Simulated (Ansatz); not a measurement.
InCuS2 (chalcopyrite)

```yaml
crystal:
  lattice:
    - [-2.78850, 2.78850, 5.61719]
    - [2.78850, -2.78850, 5.61719]
    - [2.78850, 2.78850, -5.61719]
  atoms:
    - { symbol: Cu, position: [0.75000, 0.25000, 0.50000] }
    - { symbol: Cu, position: [0.00000, 0.00000, 0.00000] }
    - { symbol: In, position: [0.25000, 0.75000, 0.50000] }
    - { symbol: In, position: [0.50000, 0.50000, 0.00000] }
    - { symbol: S, position: [0.09504, 0.12500, 0.47004] }
    - { symbol: S, position: [0.65496, 0.62500, 0.52996] }
    - { symbol: S, position: [0.37500, 0.90496, 0.02996] }
    - { symbol: S, position: [0.87500, 0.34504, 0.97004] }
```

The volume is varied about the relaxed value V₀ at fixed cell shape. The atoms relax within the cell's symmetry.

Calculation: PBE (plane waves to 420 eV, PAW, scalar-relativistic; Ansatz, a first-principles code). k mesh 8×8×8 (Γ-centred), Fermi-Dirac smearing 0.05 eV. Energies are smeared free energies. With the shape held, the modulus is that of even scaling; a crystal free to change shape is softer. At this level the bands of InCuS2 touch or barely overlap; measurements give the solid a gap. InCuS2 is run without spin polarisation. InCuS2 was relaxed with its symmetry unable to fall. ΔE is measured from the relaxed starting cell. The last digit holds for this mesh only.

```
V (Å³/atom)  ΔE (meV/atom)
-----------  -------------
20.529                17.9
20.747                12.2
20.965                 7.6
21.184                 4.2
21.402                 1.8
21.621                 0.5
21.839                 0.0
22.057                 0.4
22.276                 1.7
22.494                 3.7
22.712                 6.5
22.931                10.0
23.149                14.2
```

### Question
What is the fitted pressure derivative B₀′?

### Answer
4.9.

### Question
What bulk modulus at fixed cell shape B₀ follows from a third-order Birch-Murnaghan fit?

### Answer
64.7 GPa.

(A scan under strain: stresses follow from slopes of the energy per volume, elastic moduli from its curvatures.)
